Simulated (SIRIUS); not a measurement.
# Pd (Fm-3m) in SIRIUS: convergence with lmax of the potential

Aim: find how far lmax of the potential must go before the results for Pd settle, at LDA. This setting moves, with any that are tied to it; all else stays.

Program: SIRIUS 7.12.0. These are calculated values, not measurements. Logs are shortened: lines on timing, memory, paths and dates and some standing lists are left out, and cuts for length are marked. The log counts tension as positive stress, the text compression.

**1. The crystal as given**

Symmetry: Fm-3m, No. 225, cubic system. Conventional cell: a = 3.893 Å, b = 3.893 Å, c = 3.893 Å, α = 90.00°, β = 90.00°, γ = 90.00°. Pd (site symmetry m-3m) has 12 Pd at 2.75 Å as nearest neighbours.

**2. With lmax of the potential 2**

File sirius.json:

```json
{
  "control": {
    "processing_unit": "cpu",
    "std_evp_solver_name": "lapack",
    "gen_evp_solver_name": "lapack",
    "verbosity": 2,
    "print_forces": true,
    "ortho_rf": true,
    "use_second_variation": true,
    "rmt_max": 3.0,
    "num_bands_to_print": 17,
    "save_wf": true
  },
  "parameters": {
    "electronic_structure_method": "full_potential_lapwlo",
    "xc_functionals": ["XC_LDA_X", "XC_LDA_C_PW"],
    "core_relativity": "dirac",
    "valence_relativity": "iora",
    "num_fv_states": 17,
    "smearing": "fermi_dirac",
    "smearing_width": 0.0018374661,
    "pw_cutoff": 20,
    "gk_cutoff": 3.46,
    "lmax_apw": 10,
    "lmax_rho": 2,
    "lmax_pot": 2,
    "num_mag_dims": 0,
    "auto_rmt": 0,
    "ngridk": [12, 12, 12],
    "shiftk": [0, 0, 0],
    "num_dft_iter": 80,
    "energy_tol": 1e-07,
    "density_tol": 1e-05,
    "use_symmetry": true
  },
  "settings": {"tol_ne": 1e-10},
  "iterative_solver": {"type": "exact"},
  "mixer": {"type": "anderson", "beta": 0.5, "max_history": 8},
  "unit_cell": {
    "lattice_vectors": [[0.0, 3.6783519016, 3.6783519016], [3.6783519016, 0.0, 3.6783519016], [3.6783519016, 3.6783519016, 0.0]],
    "atom_types": ["Pd"],
    "atom_files": {"Pd": "Pd.json"},
    "atoms": {"Pd": [[0.0, 0.0, 0.0]]}
  }
}
```

File Pd.json:

```json
{
  "name": "palladium",
  "symbol": "Pd",
  "number": 46,
  "mass": 106.42,
  "rmin": 1e-06,
  "rmt": 2.54,
  "nrmt": 800,
  "rinf": 14.72,
  "core": "1s2s2p3s3p3d",
  "valence": [
    {"basis": [{"enu": 0.08, "dme": 0, "n": 0, "auto": 0}, {"enu": 0.08, "dme": 1, "n": 0, "auto": 0}]},
    {"l": 0, "n": 1, "basis": [{"enu": 0.18, "dme": 0, "n": 0, "auto": 0}]},
    {"l": 1, "n": 2, "basis": [{"enu": 0.18, "dme": 0, "n": 0, "auto": 0}]},
    {"l": 2, "n": 3, "basis": [{"enu": 0.18, "dme": 0, "n": 0, "auto": 0}]},
    {"l": 3, "n": 4, "basis": [{"enu": 0.18, "dme": 0, "n": 0, "auto": 0}]}
  ],
  "lo": [
    {"l": 0, "basis": [{"enu": 0.18, "dme": 0, "n": 0, "auto": 0}, {"enu": 0.18, "dme": 1, "n": 0, "auto": 0}]},
    {"l": 0, "basis": [{"enu": -2.79, "dme": 0, "n": 4, "auto": 1}, {"enu": -2.79, "dme": 1, "n": 4, "auto": 1}]},
    {"l": 0, "basis": [{"enu": -2.79, "dme": 1, "n": 4, "auto": 1}, {"enu": 0.18, "dme": 0, "n": 0, "auto": 0}]},
    {"l": 0, "basis": [{"enu": 0.18, "dme": 0, "n": 0, "auto": 0}, {"enu": 2.66, "dme": 0, "n": 0, "auto": 0}]},
    {"l": 1, "basis": [{"enu": 0.18, "dme": 0, "n": 0, "auto": 0}, {"enu": 0.18, "dme": 1, "n": 0, "auto": 0}]},
    {
      "l": 1,
      "basis": [{"enu": -1.5449, "dme": 0, "n": 4, "auto": 1}, {"enu": -1.5449, "dme": 1, "n": 4, "auto": 1}]
    },
    {
      "l": 1,
      "basis": [{"enu": -1.5449, "dme": 1, "n": 4, "auto": 1}, {"enu": 0.18, "dme": 0, "n": 0, "auto": 0}]
    },
    {"l": 1, "basis": [{"enu": 0.18, "dme": 0, "n": 0, "auto": 0}, {"enu": 3.032, "dme": 0, "n": 0, "auto": 0}]},
    {"l": 2, "basis": [{"enu": 0.18, "dme": 0, "n": 0, "auto": 0}, {"enu": 0.18, "dme": 1, "n": 0, "auto": 0}]},
    {"l": 2, "basis": [{"enu": 0.18, "dme": 1, "n": 0, "auto": 0}, {"enu": 0.18, "dme": 2, "n": 0, "auto": 0}]},
    {"l": 2, "basis": [{"enu": 0.18, "dme": 0, "n": 0, "auto": 0}, {"enu": 2.598, "dme": 0, "n": 0, "auto": 0}]},
    {"l": 3, "basis": [{"enu": 0.18, "dme": 0, "n": 0, "auto": 0}, {"enu": 0.18, "dme": 1, "n": 0, "auto": 0}]},
    {"l": 3, "basis": [{"enu": 0.18, "dme": 0, "n": 0, "auto": 0}, {"enu": 2.877, "dme": 0, "n": 0, "auto": 0}]}
  ],
  "free_atom": [... radial grid and density of the free atom, the start of the SCF ...]
}
```

File sirius_start.json:

```json
{
  "control": {
    "processing_unit": "cpu",
    "std_evp_solver_name": "lapack",
    "gen_evp_solver_name": "lapack",
    "verbosity": 1,
    "print_forces": false,
    "ortho_rf": true,
    "use_second_variation": true,
    "rmt_max": 3.0,
    "num_bands_to_print": 17,
    "save_wf": false
  },
  "parameters": {
    "electronic_structure_method": "full_potential_lapwlo",
    "xc_functionals": ["XC_LDA_X", "XC_LDA_C_PW"],
    "core_relativity": "dirac",
    "valence_relativity": "iora",
    "num_fv_states": 17,
    "smearing": "fermi_dirac",
    "smearing_width": 0.0055123983,
    "pw_cutoff": 20,
    "gk_cutoff": 2.77,
    "lmax_apw": 10,
    "lmax_rho": 2,
    "lmax_pot": 2,
    "num_mag_dims": 0,
    "auto_rmt": 0,
    "ngridk": [5, 5, 5],
    "shiftk": [0, 0, 0],
    "num_dft_iter": 30,
    "energy_tol": 0.01,
    "density_tol": 0.05,
    "use_symmetry": true
  },
  "settings": {"tol_ne": 1e-10},
  "iterative_solver": {"type": "exact"},
  "mixer": {"type": "anderson", "beta": 0.5, "max_history": 8},
  "unit_cell": {
    "lattice_vectors": [[0.0, 3.6783519016, 3.6783519016], [3.6783519016, 0.0, 3.6783519016], [3.6783519016, 3.6783519016, 0.0]],
    "atom_types": ["Pd"],
    "atom_files": {"Pd": "Pd.json"},
    "atoms": {"Pd": [[0.0, 0.0, 0.0]]}
  }
}
```

Potentials or basis: all-electron FP-LAPW, apw+lo standard.

Started as:

```
> OMP_NUM_THREADS=1 sirius.scf --input=sirius_start.json --output=start.json
> OMP_NUM_THREADS=1 sirius.scf --input=sirius.json --output=output.json --task=1
```

Log:

```text
[info] SIRIUS version : 7.12.0
[info] number of MPI ranks           : 1
[info] MPI grid                      : 1 1
[info] maximum number of OMP threads : 1
[fft] FFT context for density and potential
[fft] =====================================
[fft]   plane wave cutoff                     : 20
[fft]   grid size                             : 36 36 36   total : 46656
[fft]   grid limits                           : -17 18   -17 18   -17 18
[fft]   number of G-vectors within the cutoff : 13539
[fft]   number of G-shells                    : 398
[fft] FFT context for coarse grid
[fft] =====================================
[fft]   plane wave cutoff                     : 6.92
[fft]   grid size                             : 15 15 15   total : 3375
[fft]   grid limits                           : -7 7   -7 7   -7 7
[fft]   number of G-vectors within the cutoff : 537
[fft]   number of G-shells                    : 27
[unit cell] lattice vectors
[unit cell]   a1 :       0.0000000000      3.6783519016      3.6783519016
[unit cell]   a2 :       3.6783519016      0.0000000000      3.6783519016
[unit cell]   a3 :       3.6783519016      3.6783519016      0.0000000000
[unit cell] reciprocal lattice vectors
[unit cell]   b1 :      -0.8540761563      0.8540761563      0.8540761563
[unit cell]   b2 :       0.8540761563     -0.8540761563      0.8540761563
[unit cell]   b3 :       0.8540761563      0.8540761563     -0.8540761563
[unit cell] unit cell volume :        99.53820872 [a.u.^3]
[unit cell] 1/sqrt(omega)    :         0.10023170
[unit cell] MT volume        :        68.64197317 (68.96%)
[unit cell] IT volume        :        30.89623555 (31.04%)
[unit cell] number of atom types : 1
[unit cell] type id : 0 symbol : Pd mt_radius :   2.540000 num_atoms : 1
[unit cell] total number of atoms : 1
[unit cell] number of symmetry classes : 1
[unit cell] atom id  type id  class id             position                      vector_field
[unit cell] ------------------------------------------------------------------------------------------
[unit cell]      0        0        0      0.00000   0.00000   0.00000      0.00000   0.00000   0.00000
[unit cell] atom id         position (Cartesian, a.u.)
[unit cell] ---------------------------------------------
[unit cell]      0       0.000000    0.000000    0.000000
[unit cell] class id : 0 atom id : 0
[unit cell] minimum bond length:     5.201975
[sym] space group number   : 225
[sym] international symbol : Fm-3m
[sym] Hall symbol          : -F 4 2 3
[sym] space group transformation matrix :
[sym]   0.0000  0.5000  0.5000
[sym]   0.5000  0.0000  0.5000
[sym]   0.5000  0.5000  0.0000
[sym] space group origin shift :
[sym]   0.0000  0.0000  0.0000
[... 289 lines left out ...]
[generate_radial_functions] Linearization energies
[generate_radial_functions] Atom : Pd, class id : 0
[generate_radial_functions] augmented waves
[generate_radial_functions] local orbitals
[generate_radial_functions] {l: 0, n: 4, enu: -2.81739, dme: 0, auto: 1}
[generate_radial_functions] {l: 0, n: 4, enu: -2.81739, dme: 1, auto: 1}
[generate_radial_functions] {l: 0, n: 4, enu: -2.81739, dme: 1, auto: 1}
[generate_radial_functions] {l: 1, n: 4, enu: -1.55984, dme: 0, auto: 1}
[generate_radial_functions] {l: 1, n: 4, enu: -1.55984, dme: 1, auto: 1}
[generate_radial_functions] {l: 1, n: 4, enu: -1.55984, dme: 1, auto: 1}
[diagonalize] Lowest band energies
[diagonalize] ik:    0   -2.819384   -1.553590   -1.553590   -1.553590    0.000206    0.162843    0.162843    0.162843    0.220143    0.220143    0.892286    1.058212    1.058212    1.058212    1.271228    1.381446    1.381446
[diagonalize] ik:    1   -2.819249   -1.554626   -1.553733   -1.553733    0.009436    0.159647    0.165965    0.165965    0.218742    0.218742    0.901682    1.007345    1.069120    1.069120    1.293211    1.356262    1.356262
[diagonalize] ik:    2   -2.818879   -1.557454   -1.554134   -1.554134    0.034502    0.154003    0.172126    0.172126    0.217874    0.217874    0.895066    0.938467    1.097746    1.097746    1.228400    1.290059    1.290059
[diagonalize] ik:    3   -2.818374   -1.561291   -1.554679   -1.554679    0.063136    0.160605    0.172849    0.172849    0.226314    0.226314    0.795606    0.930406    1.124865    1.124865    1.209947    1.222823    1.222823
[diagonalize] ik:    4   -2.817867   -1.565091   -1.555227   -1.555227    0.074180    0.167265    0.167265    0.201201    0.243456    0.243456    0.683896    0.903090    1.095496    1.095496    1.223045    1.223045    1.264336
[diagonalize] ...
[diagonalize] ik:   67   -2.816826   -1.565707   -1.561059   -1.558685    0.098971    0.110808    0.176656    0.233016    0.266961    0.444740    0.689832    0.690436    0.747413    1.123923    1.189357    1.324406    1.508812
[diagonalize] ik:   68   -2.816735   -1.564865   -1.562546   -1.558920    0.103916    0.124343    0.162277    0.220076    0.272900    0.528842    0.593839    0.686453    0.731872    1.133994    1.230334    1.332481    1.503609
[diagonalize] ik:   69   -2.816780   -1.564231   -1.563198   -1.558493    0.111326    0.138756    0.143140    0.215967    0.266729    0.507961    0.614017    0.667352    0.770200    1.137313    1.203077    1.393859    1.469048
[diagonalize] ik:   70   -2.816691   -1.565853   -1.561492   -1.559383    0.092166    0.107662    0.189209    0.230765    0.278631    0.509190    0.646996    0.668330    0.700560    1.125434    1.226757    1.292247    1.541517
[diagonalize] ik:   71   -2.816690   -1.563678   -1.563678   -1.559407    0.104726    0.142523    0.142523    0.216090    0.278656    0.592076    0.592076    0.642345    0.691397    1.200019    1.200019    1.319893    1.482343
[generate_core_charge_density] atom class : 0
[generate_core_charge_density]   n,l,k : 1 0 1  energy :        -886.17720627
[generate_core_charge_density]   n,l,k : 2 0 1  energy :        -129.13106158
[generate_core_charge_density]   n,l,k : 2 1 1  energy :        -119.83039991
[generate_core_charge_density]   n,l,k : 2 1 2  energy :        -113.98143167
[generate_core_charge_density]   n,l,k : 3 0 1  energy :         -23.01154617
[generate_core_charge_density]   n,l,k : 3 1 1  energy :         -19.33686873
[generate_core_charge_density]   n,l,k : 3 1 2  energy :         -18.31693231
[generate_core_charge_density]   n,l,k : 3 2 2  energy :         -11.78530544
[generate_core_charge_density]   n,l,k : 3 2 3  energy :         -11.58167171
[find] Total energy                   :   -5042.33722823 (Ha),  -10084.67445646 (Ry)
[find] iteration : 1, RMS (target) : 3.0672e-03 (1.0000e-05) , energy difference (target) : -4.3913e-06 (1.0000e-07)
[find] Total energy                   :   -5042.33722532 (Ha),  -10084.67445064 (Ry)
[find] iteration : 2, RMS (target) : 1.6024e-03 (1.0000e-05) , energy difference (target) : 2.9074e-06 (1.0000e-07)
[find] Total energy                   :   -5042.33722663 (Ha),  -10084.67445327 (Ry)
[find] iteration : 3, RMS (target) : 1.8830e-04 (1.0000e-05) , energy difference (target) : -1.3121e-06 (1.0000e-07)
[find] Total energy                   :   -5042.33722692 (Ha),  -10084.67445385 (Ry)
[find] iteration : 4, RMS (target) : 2.2920e-05 (1.0000e-05) , energy difference (target) : -2.9116e-07 (1.0000e-07)
[... 10 lines left out ...]
[find] valence_eval_sum               :     -12.99788456
[find] core_eval_sum                  :   -3000.31554985
[find] kinetic energy                 :    5263.92485883
[find] enuc                           :   -6120.65112818
[find] <rho|V^{XC}>                   :    -184.83208840
[find] <rho|E^{XC}>                   :    -139.40786682
[find] <mag|B^{XC}>                   :       0.00000000
[find] <rho|V^{H}>                    :   -8092.40620485
[find] smearing (-TS)                 :      -0.00068361
[find] SCF correction                 :       0.00001168
[find] Total energy                   :   -5042.33722691 (Ha),  -10084.67445382 (Ry)
[find] Free energy (E-TS)             :   -5042.33791052 (Ha),  -10084.67582104 (Ry)
[find] band gap (eV)                  :       0.00000000
[find] Efermi                         :       0.28309848
[find] iteration : 5, RMS (target) : 1.8122e-06 (1.0000e-05) , energy difference (target) : 1.4445e-08 (1.0000e-07)
[find] converged after 6 SCF iterations!
[find] Charges and magnetic moments
[find] --------------------------------------------------------------------------------
[find] atom      charge    core leakage
[find] --------------------------------------------------------------------------------
[find]    0   45.006859    6.849677e-09
[find] total core leakage    : 6.84967706e-09
[find] interstitial charge   : 0.993139
[find] total charge          : 45.999998
[find] Energy
[find] --------------------------------------------------------------------------------
[find] valence_eval_sum               :     -12.99788456
[find] core_eval_sum                  :   -3000.31554985
[find] kinetic energy                 :    5263.92485883
[find] enuc                           :   -6120.65112818
[find] <rho|V^{XC}>                   :    -184.83208840
[find] <rho|E^{XC}>                   :    -139.40786682
[find] <mag|B^{XC}>                   :       0.00000000
[find] <rho|V^{H}>                    :   -8092.40620485
[find] smearing (-TS)                 :      -0.00068361
[find] SCF correction                 :       0.00001168
[find] Total energy                   :   -5042.33722691 (Ha),  -10084.67445382 (Ry)
[find] Free energy (E-TS)             :   -5042.33791052 (Ha),  -10084.67582104 (Ry)
[find] band gap (eV)                  :       0.00000000
[find] Efermi                         :       0.28309848
[ground_state]
[ground_state] ==== total Forces in Ha/bohr =====
[ground_state] atom:    0, force:       0.0000000      0.0000000      0.0000000
[ground_state] ==== contribution from density =====
[ground_state] atom:    0, force:       0.0000000      0.0000000      0.0000000
[ground_state] ==== contribution from Hartree potential =====
[ground_state] atom:    0, force:       0.0000000      0.0000000      0.0000000
[ground_state] ==== contribution from IBS =====
[ground_state] atom:    0, force:       0.0000000      0.0000000      0.0000000
```

Wall time 11 s (1 thread of Intel Xeon 6975P-C (Granite Rapids), shared host); peak memory 0.17 GiB.

What came out:

| Quantity | Value |
| --- | --- |
| Free energy | -137209.0045 eV |
| Band gap on the k mesh | none (metal or under the smearing width) |
| All electrons inside the program's atomic spheres | Pd 45.01 (radii Pd 2.54 bohr) |

**3. With lmax of the potential 3**

sirius.json: that of step 2 with these lines changed.

```diff
@@ -24,4 +24,4 @@
     "lmax_apw": 10,
-    "lmax_rho": 2,
-    "lmax_pot": 2,
+    "lmax_rho": 3,
+    "lmax_pot": 3,
     "num_mag_dims": 0,
```

Pd.json is that of step 2.

sirius_start.json: that of step 2 with these lines changed.

```diff
@@ -24,4 +24,4 @@
     "lmax_apw": 10,
-    "lmax_rho": 2,
-    "lmax_pot": 2,
+    "lmax_rho": 3,
+    "lmax_pot": 3,
     "num_mag_dims": 0,
```

Potentials or basis: all-electron FP-LAPW, apw+lo standard.

Started as:

```
> OMP_NUM_THREADS=1 sirius.scf --input=sirius_start.json --output=start.json
> OMP_NUM_THREADS=1 sirius.scf --input=sirius.json --output=output.json --task=1
```

Run time: 11 s. Hardware: 1 thread of Intel Xeon 6975P-C (Granite Rapids), shared host; peak memory 0.18 GiB.

Results:

```yaml
Free_energy: -137209.0045 eV
Band_gap_on_the_k_mesh: none (metal or under the smearing width)
All_electrons_inside_the_program's_atomic_spheres: Pd 45.01 (radii Pd 2.54 bohr)
```

**4. With lmax of the potential 4**

sirius.json: that of step 3 with these lines changed.

```diff
@@ -24,4 +24,4 @@
     "lmax_apw": 10,
-    "lmax_rho": 3,
-    "lmax_pot": 3,
+    "lmax_rho": 4,
+    "lmax_pot": 4,
     "num_mag_dims": 0,
```

Pd.json is that of step 3.

sirius_start.json: that of step 3 with these lines changed.

```diff
@@ -24,4 +24,4 @@
     "lmax_apw": 10,
-    "lmax_rho": 3,
-    "lmax_pot": 3,
+    "lmax_rho": 4,
+    "lmax_pot": 4,
     "num_mag_dims": 0,
```

Started as:

```
> OMP_NUM_THREADS=1 sirius.scf --input=sirius_start.json --output=start.json
> OMP_NUM_THREADS=1 sirius.scf --input=sirius.json --output=output.json --task=1
```

Run time: 12 s. Hardware: 1 thread of Intel Xeon 6975P-C (Granite Rapids), shared host; peak memory 0.2 GiB.

Results:

```yaml
Free_energy: -137209.0061 eV
Band_gap_on_the_k_mesh: none (metal or under the smearing width)
All_electrons_inside_the_program's_atomic_spheres: Pd 45.01 (radii Pd 2.54 bohr)
```

**5. With lmax of the potential 6**

sirius.json: that of step 4 with these lines changed.

```diff
@@ -24,4 +24,4 @@
     "lmax_apw": 10,
-    "lmax_rho": 4,
-    "lmax_pot": 4,
+    "lmax_rho": 6,
+    "lmax_pot": 6,
     "num_mag_dims": 0,
```

Pd.json is that of step 4.

sirius_start.json: that of step 4 with these lines changed.

```diff
@@ -24,4 +24,4 @@
     "lmax_apw": 10,
-    "lmax_rho": 4,
-    "lmax_pot": 4,
+    "lmax_rho": 6,
+    "lmax_pot": 6,
     "num_mag_dims": 0,
```

Started as:

```
> OMP_NUM_THREADS=1 sirius.scf --input=sirius_start.json --output=start.json
> OMP_NUM_THREADS=1 sirius.scf --input=sirius.json --output=output.json --task=1
```

Run time: 13 s. Hardware: 1 thread of Intel Xeon 6975P-C (Granite Rapids), shared host; peak memory 0.24 GiB.

Results:

```yaml
Free_energy: -137209.0142 eV
Band_gap_on_the_k_mesh: none (metal or under the smearing width)
All_electrons_inside_the_program's_atomic_spheres: Pd 45.01 (radii Pd 2.54 bohr)
```

**6. With lmax of the potential 8**

sirius.json: that of step 5 with these lines changed.

```diff
@@ -24,4 +24,4 @@
     "lmax_apw": 10,
-    "lmax_rho": 6,
-    "lmax_pot": 6,
+    "lmax_rho": 8,
+    "lmax_pot": 8,
     "num_mag_dims": 0,
```

Pd.json is that of step 5.

sirius_start.json: that of step 5 with these lines changed.

```diff
@@ -24,4 +24,4 @@
     "lmax_apw": 10,
-    "lmax_rho": 6,
-    "lmax_pot": 6,
+    "lmax_rho": 8,
+    "lmax_pot": 8,
     "num_mag_dims": 0,
```

Potentials or basis: all-electron FP-LAPW, apw+lo standard.

Started as:

```
> OMP_NUM_THREADS=1 sirius.scf --input=sirius_start.json --output=start.json
> OMP_NUM_THREADS=1 sirius.scf --input=sirius.json --output=output.json --task=1
```

Wall time 14 s (1 thread of Intel Xeon 6975P-C (Granite Rapids), shared host); peak memory 0.3 GiB.

Results (log left out):

| Quantity | Value |
| --- | --- |
| Free energy | -137209.0146 eV |
| Band gap on the k mesh | none (metal or under the smearing width) |
| All electrons inside the program's atomic spheres | Pd 45.01 (radii Pd 2.54 bohr) |

**7. With lmax of the potential 10**

sirius.json: that of step 6 with these lines changed.

```diff
@@ -24,4 +24,4 @@
     "lmax_apw": 10,
-    "lmax_rho": 8,
-    "lmax_pot": 8,
+    "lmax_rho": 10,
+    "lmax_pot": 10,
     "num_mag_dims": 0,
```

Pd.json is that of step 6.

sirius_start.json: that of step 6 with these lines changed.

```diff
@@ -24,4 +24,4 @@
     "lmax_apw": 10,
-    "lmax_rho": 8,
-    "lmax_pot": 8,
+    "lmax_rho": 10,
+    "lmax_pot": 10,
     "num_mag_dims": 0,
```

Started as:

```
> OMP_NUM_THREADS=1 sirius.scf --input=sirius_start.json --output=start.json
> OMP_NUM_THREADS=1 sirius.scf --input=sirius.json --output=output.json --task=1
```

It took 16 s on 1 thread of Intel Xeon 6975P-C (Granite Rapids), shared host; peak memory 0.37 GiB.

Results (log left out):

```yaml
Free_energy: -137209.0146 eV
Band_gap_on_the_k_mesh: none (metal or under the smearing width)
All_electrons_inside_the_program's_atomic_spheres: Pd 45.01 (radii Pd 2.54 bohr)
```

[end of part 1 of 2]
